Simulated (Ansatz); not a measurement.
Set up this calculation in Ansatz 0.2.0, as the native input.

```
Task                                : band structure
Functional                          : PBEsol
Potentials or basis                 : Ansatz PAW
Cutoff                              : 420 eV (not typed: the program's choice for these potentials)
k mesh                              : 6 × 5 × 6
Occupations                         : fermi-dirac, width 0.05 eV
Spin                                : no spin polarisation
Hubbard terms                       : Ti d U = 3 eV
Path                                : [["G", "X", "S", "Y", "G", "Z", "U", "R", "T", "Z"], ["Y", "T"], ["U", "X"], ["S", "R"]]
Points for each segment of the path : 10
Hubbard projectors                  : ortho-atomic (the default)
Double counting                     : fll (the default)
```

TiO2:

```
CELL_PARAMETERS angstrom
4.54535 0.00000 0.00000
0.00000 5.51962 0.00000
0.00000 0.00000 4.90920
ATOMIC_POSITIONS crystal
Ti 0.00000 0.17299 0.75000
Ti 0.50000 0.32701 0.25000
Ti 0.00000 0.82701 0.25000
Ti 0.50000 0.67299 0.75000
O 0.27145 0.38172 0.91865
O 0.77145 0.11828 0.08135
O 0.22855 0.11828 0.41865
O 0.72855 0.38172 0.58135
O 0.27145 0.61828 0.41865
O 0.77145 0.88172 0.58135
O 0.22855 0.88172 0.91865
O 0.72855 0.61828 0.08135
```

Measurements of this composition are mostly on another form, of space group No. 141.

The input as run:

input.yaml

```yaml
crystal:
  lattice:
    - [4.54534955, 0.0, 0.0]
    - [0.0, 5.51961944, 0.0]
    - [0.0, 0.0, 4.90919686]
  atoms:
    - { symbol: Ti, position: [0.0, 0.17299093, 0.75] }
    - { symbol: Ti, position: [0.5, 0.32700907, 0.25] }
    - { symbol: Ti, position: [0.0, 0.82700907, 0.25] }
    - { symbol: Ti, position: [0.5, 0.67299093, 0.75] }
    - { symbol: O, position: [0.27145062, 0.38172464, 0.91864908] }
    - { symbol: O, position: [0.77145062, 0.11827536, 0.08135092] }
    - { symbol: O, position: [0.22854938, 0.11827536, 0.41864908] }
    - { symbol: O, position: [0.72854938, 0.38172464, 0.58135092] }
    - { symbol: O, position: [0.27145062, 0.61827536, 0.41864908] }
    - { symbol: O, position: [0.77145062, 0.88172464, 0.58135092] }
    - { symbol: O, position: [0.22854938, 0.88172464, 0.91864908] }
    - { symbol: O, position: [0.72854938, 0.61827536, 0.08135092] }
hamiltonian:
  xc: pbesol
  pseudopotentials: { kind: paw }
  hubbard: { sites: [{ species: Ti, l: d, u_eff: 3.0 }] }
kpoints:
  mp_grid: { grid: [6, 5, 6] }
  band_path:
    path:
      - [[0.0, 0.0, 0.0], [-0.5, 0.0, 0.0], [-0.5, 0.0, -0.5], [0.0, 0.0, -0.5], [0.0, 0.0, 0.0], [0.0, -0.5, 0.0], [-0.5, -0.5, 0.0], [-0.5, -0.5, -0.5], [0.0, -0.5, -0.5], [0.0, -0.5, 0.0]]
      - [[0.0, 0.0, -0.5], [0.0, -0.5, -0.5]]
      - [[-0.5, -0.5, 0.0], [-0.5, 0.0, 0.0]]
      - [[-0.5, 0.0, -0.5], [-0.5, -0.5, -0.5]]
    npoints: 10
scf:
  occupations: { method: fermi_dirac, width: 0.05 }
  n_extra_bands: 30
output:
  forces: true
  stress: true
  eigenvalues: true
  fatbands: true
```

Potentials or basis: Ansatz PAW.

Command:

```console
$ ansatz run input.yaml --threads 4 --pin off --max-ram 11264MiB --backend cpu --events-out ev --progress --plain --runs-dir out
```

Results of the run:

```json
{
 "Pressure": "-0.4 GPa",
 "Largest force": "0.127 eV/Å",
 "Band gap on the k mesh": "2.88 eV, indirect (least direct gap 2.97 eV)",
 "Band gap along the path": "2.88 eV, indirect (least direct gap 2.96 eV)"
}
```

Caveat: the pressure holds a Pulay correction of +0.8 GPa for the finite cutoff; the PAW data sets come from PBE, with cores solved anew for the run's functional, which leaves a small shift of forces and pressure.

Run time: 22 s on 4 threads of Arm Neoverse V2 (shared host), peak memory 1.3 GiB.
